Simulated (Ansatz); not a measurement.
Start of a relaxation of B:

Space group P-3m1 (No. 164). a = 2.474 Å, b = 2.474 Å, c = 9.665 Å, α = 90.00°, β = 90.00°, γ = 120.00°
```tsv
atom	site	symmetry	x	y	z
B	2d	3m.	0.6667	0.3333	0.6429
B	2c	3m.	0.0000	0.0000	0.7857
B	2d	3m.	0.6667	0.3333	0.9286
B	1b	-3m.	0.0000	0.0000	0.5000
```

Method: DFT PBE, scalar-relativistic, plane waves, PAW (Ansatz). Cutoff 420 eV, Gaussian smearing, Γ-centred meshes. Cell and atoms relax first on a coarse mesh and then on a finer one. In between, the cell is made exact in the group found at 0.06 Å. In metals the finer mesh still leaves noise of several meV/atom or more. The steps can't lower the symmetry of their start. No spin polarisation.

A guess keeps its type if space group and coordination stay and the shape of the cell changes little (axis ratios within about 15 %, angles within 6°); the volume may change.

Question: Does this structure survive the relaxation?

Answer: It doesn't keep its type. The symmetry stays P-3m1 (No. 164). The volume per atom shrinks by 9.5 %, from 7.3 to 6.6 Å³. The shortest distance goes from 1.99 Å (B–B) to 1.64 Å (B–B). The ratio c/a of the conventional cell changes by a factor of 0.60. Counting neighbours within 15 % of an atom's shortest distance, the start has B 6 and the end B 1/2/4. In detail, at the end around B on a site of symmetry 3m lie 1 B at 1.64 Å, 3 B at 1.75 Å and 3 B at 1.97 Å; B on a second site of symmetry 3m is surrounded by 4 B at 1.69–1.75 Å and 3 B at 1.94 Å; B on a third site of symmetry 3m is surrounded by 1 B at 1.64 Å and 6 B at 1.94–2.02 Å; 1 more site not described.

Space group P-3m1 (No. 164). a = 2.843 Å, b = 2.843 Å, c = 6.623 Å, α = 90.00°, β = 90.00°, γ = 120.00°
| atom | site | symmetry | x | y | z |
| --- | --- | --- | --- | --- | --- |
| B | 2d | 3m. | 0.6667 | 0.3333 | 0.6636 |
| B | 2c | 3m. | 0.0000 | 0.0000 | 0.7548 |
| B | 2d | 3m. | 0.6667 | 0.3333 | 0.9115 |
| B | 1b | -3m. | 0.0000 | 0.0000 | 0.5000 |

The last run used an 18×18×6 mesh (in the run's order of axes) for its 7-atom cell and Gaussian smearing of 0.10 eV. A structure relaxed within its symmetry needn't be a true minimum.

In counts of neighbours, a slash parts the counts of unlike sites.
